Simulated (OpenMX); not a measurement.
The system is CuAu.

```
Au Cu
1.0
     1.44306    0.83315    4.25617
    -1.44306    0.83315    4.25617
     0.00000   -1.66630    4.25617
Au Cu
1 1
Cartesian
  0.0000 0.0000 0.0000
  0.0000 0.0000 6.3843
```

The cell comes from a database or a generator and needn't be the stable form of this composition.

Base run:

```yaml
Program: OpenMX 3.8.5
Functional: PBE
Dispersion: D3(BJ)
Potentials_or_basis: OpenMX 2013 PBE set, Au7.0-s3p2d2f1, Cu6.0H-s3p2d2, grid cutoff 500 Ry
k_mesh: 9 × 9 × 9
Occupations: fermi-dirac, width 0.05 eV
Spin: no spin polarisation
```

Its results: band gap on the k mesh none (metal or under the smearing width); pressure -0.8 GPa.

Problem. The run is repeated on the same cell with these changes: dispersion from D3(BJ) to D4. What comes out?

Solution. Band gap on the k mesh none (metal or under the smearing width); pressure 0.2 GPa.

Caveats: the basis of atomic orbitals isn't converged, which shifts pressures, moduli and gaps; pairwise dispersion overbinds metals, which lowers pressure and volume.
